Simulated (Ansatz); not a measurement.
# ZnS: the cost of one run

Method: DFT PBE, scalar-relativistic, plane waves, PAW, in Ansatz 0.2.0.

1 further run of the same task is left out (set aside as unsound or not needed).

## Step 1: Starting point

Symmetry: F-43m, No. 216, cubic system. The conventional cell has a = 5.505 Å, b = 5.505 Å, c = 5.505 Å, α = 90.00°, β = 90.00°, γ = 90.00°. Ga (site symmetry -43m) is surrounded by 4 P at 2.38 Å. P (site symmetry -43m) is surrounded by 4 Ga at 2.38 Å.

As a file:

```
CELL_PARAMETERS angstrom
0.00000 2.75254 2.75254
2.75254 0.00000 2.75254
2.75254 2.75254 0.00000
ATOMIC_POSITIONS crystal
Ga 0.00000 0.00000 0.00000
P 0.75000 0.75000 0.75000
```

This cell was relaxed beforehand with the same method: volume 20.85 Å³/atom, gap on the mesh 1.58 eV.

## Step 2: The second crystal, ZnS

Symmetry: F-43m, No. 216, cubic system. The conventional cell has a = 5.409 Å, b = 5.409 Å, c = 5.409 Å, α = 90.00°, β = 90.00°, γ = 90.00°. Zn (site symmetry -43m) has 4 S at 2.34 Å as nearest neighbours. Around S (site symmetry -43m) lie 4 Zn at 2.34 Å.

## Step 3: Probe: one point at the start (ZnS)

File input.yaml:

```yaml
crystal:
  lattice:
    - [0.0, -2.70465, -2.70465]
    - [2.70465, 0.0, -2.70465]
    - [2.70465, -2.70465, 0.0]
  atoms:
    - { symbol: Zn, position: [0.0, 0.0, 0.0] }
    - { symbol: S, position: [0.75, 0.75, 0.75] }
basis:
  ecutwfc: 420
kpoints:
  mp_grid: { grid: [6, 6, 6] }
hamiltonian:
  xc: pbe
scf:
  occupations: { method: gaussian, width: 0.1 }
output:
  forces: true
  stress: true
  eigenvalues: true
```

Started as:

```console
> ansatz run input.yaml --threads 1 --pin off --max-ram 2560MiB --backend cpu --events-out ev --progress --plain --runs-dir out
```

**Question.** How long does this run take on 1 thread of Arm Neoverse N1, shared host, and how much memory does it need?

About 2.1 s, with a peak of 0.27 GiB.
